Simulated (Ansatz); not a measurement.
## Ti3Al: moving Al off its site

Ti3Al, P-6m2, a = 2.896 Å, c = 9.139 Å. The structure is a Materials Project entry; whether it is the stable form wasn't checked. Ansatz: PBEsol, PAW, 420 eV, Γ-centred 18×18×6 mesh on 4 atoms, Gaussian smearing 0.15 eV; no spin polarisation.

```
Ti Al
1.0
     2.89578    0.00000    0.00000
    -1.44789    2.50782    0.00000
     0.00000    0.00000    9.13935
Ti Al
3 1
Direct
  0.66667 0.33333 0.00000
  0.33333 0.66667 0.75118
  0.33333 0.66667 0.24882
  0.66667 0.33333 0.50000
```

Atom 4 (Al) moves by x along the unit vector (0.000, 1.000, 0.000), with its periodic images; all else is held. y is the free energy of the cell over the start, F the force along the path summed over the moved atoms.

| x (Å) | y (meV) | F (eV/Å) |
| --- | --- | --- |
| -0.300 | ? | ? |
| -0.225 | 63.7 | 0.60 |
| -0.150 | 27.1 | 0.38 |
| -0.075 | 6.4 | 0.18 |
| 0.000 | 0.0 | 0.00 |
| 0.075 | 5.7 | -0.15 |
| 0.150 | 21.3 | -0.26 |
| 0.225 | 44.3 | -0.34 |
| 0.300 | 72.2 | -0.39 |

Task: Fit y = c2 x² + c3 x³ + c4 x⁴ to the energies of the other rows, give the force constant, and predict energy and force of the missing row.

Result: Least squares on the rows shown. y = 1080 x² − 851.2 x³ − 245.2 x⁴. The force constant is 2 c2 = 2.16 eV/Å² (for all images moving together, not for a lone atom). The force −dy/dx at the missing row is 0.85 eV/Å (computed 0.84). At x = -0.300 the fit asked for gives 118.2 meV. The run gave 117.6 meV, so the fit is 0.6 meV too high, a small miss on the scale of the series.

Cost: 9 runs of about 4.7 core-minutes in all, on Intel Xeon Platinum 8488C (Sapphire Rapids) (shared hosts).